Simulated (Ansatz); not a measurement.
Input and command of a calculation in Ansatz (plane waves; scalar-relativistic PAW potentials unless the input names others):

```yaml
crystal:
  lattice:
    - [4.8265176357, 0.0, 0.0]
    - [0.0, 4.8283676035, 0.0]
    - [0.0, 0.0, 3.2381666599]
  atoms:
    - { symbol: Sn, position: [0.5, 0.5155332001, 0.5] }
    - { symbol: Sn, position: [0.0, 0.0, 0.0] }
    - { symbol: O, position: [0.3064962475, 0.3066616298, 0.0] }
    - { symbol: O, position: [0.8064962475, 0.1933383702, 0.5] }
    - { symbol: O, position: [0.1935037525, 0.8066616298, 0.5] }
    - { symbol: O, position: [0.6935037525, 0.6933383702, 0.0] }
basis:
  ecutwfc: 420
kpoints:
  mp_grid: { grid: [6, 6, 8] }
hamiltonian:
  xc: pbe
scf:
  occupations: { method: tetrahedron_uncorrected }
  n_extra_bands: 16
  lower_state_search: light
output:
  forces: true
  eigenvalues: true
  stress: true
```

```bash
ansatz run input.yaml --threads 1 --pin off --max-ram 2560MiB --backend cpu --events-out ev --progress --plain --runs-dir out
```

Abridged log:
```
Basis set: ecut = 420 eV, 1495 PW (Γ), exchange–correlation on 72×72×48 points (8 copies of the dense FFT grid, shifted against one another)
Bands: 42, of which v1, the nominal top of the filled ones, is band 26 counted from 1 (25 counted from 0)
Symmetry: 2 space group operations
k-points: 100 of 288 (time reversal used)
SCF iter   1: F=—  HF=-14317.908623 eV  |F-HF|=—  |Δ(HF+E_count)|=         —  Δρ=1.29e-3  dr2=5.62e-4  ethr=1.77e-3  ⟨swp⟩=6.0  Hψ=18864  notcnv=0  defer=390
SCF iter   2: F=—  HF=-14317.909942 eV  |F-HF|=—  |Δ(HF+E_count)|=   1.32e-3  Δρ=6.39e-4  dr2=1.17e-4  ethr=1.08e-6  ⟨swp⟩=2.8  Hψ=8397  notcnv=0  defer=1101
SCF iter   3: F=—  HF=-14317.910201 eV  |F-HF|=—  |Δ(HF+E_count)|=   2.58e-4  Δρ=2.70e-4  dr2=3.26e-5  ethr=2.25e-7  ⟨swp⟩=2.0  Hψ=4717  notcnv=0  defer=1101
SCF iter   4: F=—  HF=-14317.910194 eV  |F-HF|=—  |Δ(HF+E_count)|=   6.30e-6  Δρ=6.49e-5  dr2=2.78e-6  ethr=6.27e-8  ⟨swp⟩=2.0  Hψ=4947  notcnv=0  defer=1101
SCF iter   5: F=—  HF=-14317.910195 eV  |F-HF|=—  |Δ(HF+E_count)|=   5.30e-7  Δρ=3.70e-5  dr2=7.14e-7  ethr=5.35e-9  ⟨swp⟩=2.1  Hψ=5075  notcnv=0  defer=1101
SCF iter   6: F=-14317.910195 eV  HF=-14317.910195 eV  |F-HF|=7.96e-8  |Δ(HF+E_count)|=   3.00e-7  Δρ=1.07e-5  dr2=5.54e-8  ethr=1.92e-10  ⟨swp⟩=8.8  Hψ=21819  notcnv=0
SCF 1 converged in 6 iterations: F = -14317.910195 eV  dr2 = 5.54e-8
SCF converged after 6 iterations
Free energy (F): -14317.910195 eV
Harris-Foulkes:  -14317.910195 eV  (|F-HF|=7.96e-8)
Internal energy: -14317.910195 eV  (E = F + TS)
E sigma→0 (E₀):  -14317.910195 eV
Fermi energy:    8.793218 eV
--- Forces (eV/Å), atoms counted from 1 ---
  atom   1  Sn    -0.11290349    -1.57256967     0.00000000
  atom   2  Sn    -0.00020221     0.65905848     0.00000000
  atom   3  O      0.23603666     0.30846374     0.00000000
  atom   4  O     -0.15392601     0.09691110     0.00000000
  atom   5  O     -0.25045892     0.18885217     0.00000000
  atom   6  O      0.28148428     0.31928471     0.00000000
--- Stress (GPa, compression-positive) ---
        0.561242      -0.305973       0.000000
       -0.305973       0.005086       0.000000
        0.000000       0.000000       0.347352
  P = ⅓ Tr σ = 0.3046 GPa (3.046 kbar)
```

Apart from outputs, the input differs from a reference run on usual settings in scf.n_extra_bands: not typed → 16; scf.lower_state_search: not typed → "light"; scf.occupations.width: 0.05 → not typed; scf.occupations.method: "gaussian" → "tetrahedron_uncorrected". The reference, at the same geometry (not necessarily relaxed), gave pressure 0.30 GPa, largest force 1.577 eV/Å, gap on the mesh 0.63 eV. This run converged in 6 SCF iterations (reference: 6) with an energy at zero smearing within 0.01 meV/atom of the reference's, pressure 0.30 GPa, largest force 1.577 eV/Å, gap on the mesh 0.63 eV.

The run took 26 s on 1 thread of Arm Neoverse V2, with other jobs on the host, peak memory 0.47 GiB.